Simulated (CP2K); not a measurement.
Crystal: BAs.

```
As B
1.0
     3.37785    0.00000    0.00000
     1.68892    2.92530    0.00000
     1.68892    0.97510    2.75800
As B
1 1
Direct
  0.75000 0.75000 0.75000
  0.00000 0.00000 0.00000
```

Base run:

| Property | Result |
| --- | --- |
| Program | CP2K 2026.2 |
| Functional | RPBE |
| Potentials or basis | POTENTIAL_UZH As GTH-PBE-q5, B GTH-PBE-q3; TZVP-MOLOPT-PBE-GTH basis |
| Density cutoff | 6123 eV |
| k mesh | 10 × 10 × 10 |
| Occupations | gaussian, width 0.05 eV |
| Spin | no spin polarisation |

Its results: band gap on the k mesh 1.28 eV, indirect (least direct gap 3.33 eV); pressure 4.3 GPa.

**Question.** The run is repeated on the same cell with these changes: functional from RPBE to PBE; occupations from gaussian, width 0.05 eV to gaussian, width 0.015 eV. What comes out?

**Answer.** Band gap on the k mesh 1.21 eV, indirect (least direct gap 3.33 eV); pressure 3.6 GPa.

Caveats: the basis of atomic orbitals isn't converged, which shifts pressures, moduli and gaps; the potentials were made for another functional, which shifts forces and pressure (some runs).

A k mesh can miss the band edges.
